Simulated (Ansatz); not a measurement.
All numbers below come from DFT PBE, scalar-relativistic, plane waves, PAW (Ansatz 0.2.0). All cells share a 420 eV cutoff and Γ-centred k meshes spaced at most about 0.3 Å⁻¹ (about 0.25 or finer for metals, 2π included). No spin polarisation in the final relaxations.

These are static total energies at zero pressure.

Compare these two cells of LuH₄, each relaxed at this level.

1.

```xyz
5
Lattice="4.1517 0.0000 0.0000 -2.0759 3.5955 0.0000 0.0000 0.0000 4.1374" Properties=species:S:1:pos:R:3 pbc="T T T"
Lu    0.0000    0.0000    0.0000
H     2.0759    0.0000    0.0000
H    -1.0379    1.7978    0.0000
H     1.0379    1.7978    0.0000
H     0.0000    0.0000    2.0687
```

2.

```xyz
5
Lattice="-2.3836 2.3836 2.3836 2.3836 -2.3836 2.3836 2.3836 2.3836 -2.3836" Properties=species:S:1:pos:R:3 pbc="T T T"
Lu    0.0000    0.0000    0.0000
H     1.1918    1.1918    1.1918
H     1.1918    1.1918   -1.1918
H     1.1918   -1.1918    1.1918
H    -1.1918    1.1918    1.1918
```

Problem. Which is lower in energy, and by how much?

Solution. Cell 2 is lower, by 67 meV/atom. Cell 1 has space group P6/mmm (No. 191), 12.4 Å³/atom and no gap on its mesh; cell 2 has space group Im-3m (No. 229), 10.8 Å³/atom and no gap. Counting H atoms around Lu (those within 1.25 times the shortest such distance or 1.15 times the sum of covalent radii, 1.27 where that leaves under three), cell 1 and cell 2 both have Lu 8. The denser one is the lower, and pressure would at first widen the difference. Even the lower one lies +0.14 eV/atom against the reference forms of the elements (uncorrected), a margin that errors in the energy of the gaseous reference can exceed. Both come from invented guesses.

With hydrogen, zero-point motion can shift such differences by 10 meV/atom or more. A magnetic state wasn't ruled out in cells without spin, among them P6/mmm, Im-3m. Cells relaxed within their symmetry can be saddle points.
